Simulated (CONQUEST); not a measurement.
Crystal: CdSe.

```xyz
4
Lattice="4.3420 0.0000 0.0000 0.0000 4.3420 0.0000 0.0000 0.0000 6.1405" Properties=species:S:1:pos:R:3 pbc="T T T"
Cd    0.0212    4.3026    0.0083
Cd    2.1922    2.1315    3.0786
Se    2.1484    0.0349    1.5878
Se    4.3194    2.2059    4.6580
```

The cell comes from a database or a generator and needn't be the stable form of this composition.

The cell isn't the ideal one: atoms moved at random, drawn with an rms of 0.05 Å.

Base run:

* Program: CONQUEST 1.3
* Functional: PBE
* Potentials or basis: PseudoDojo NC PBE, DZP, multi-site functions of range 6.5 bohr, grid cutoff 120 Ha
* k mesh: 6 × 6 × 5
* Occupations: fermi-dirac, width 0.05 eV
* Spin: no spin polarisation

Its results: band gap on the k mesh 0.79 eV; pressure 2.5 GPa; largest force 0.562 eV/Å.

The run is repeated on the same cell with these changes: potentials or basis from PseudoDojo NC PBE, DZP, multi-site functions of range 6.5 bohr, grid cutoff 120 Ha to PseudoDojo NC PBE, DZP, grid cutoff 100 Ha. What comes out?

Band gap on the k mesh 0.66 eV; pressure 2.3 GPa; largest force 0.546 eV/Å.

Caveats: the basis of atomic orbitals isn't converged, which shifts pressures, moduli and gaps; multi-site functions contract the basis, which raises the energy a little and makes forces and stress less exact (some runs); the box holds several primitive cells, so bands are folded and the points are those of the box's own zone (some runs); an odd mesh through Γ misses points on the zone boundary, where band edges often lie (some runs).
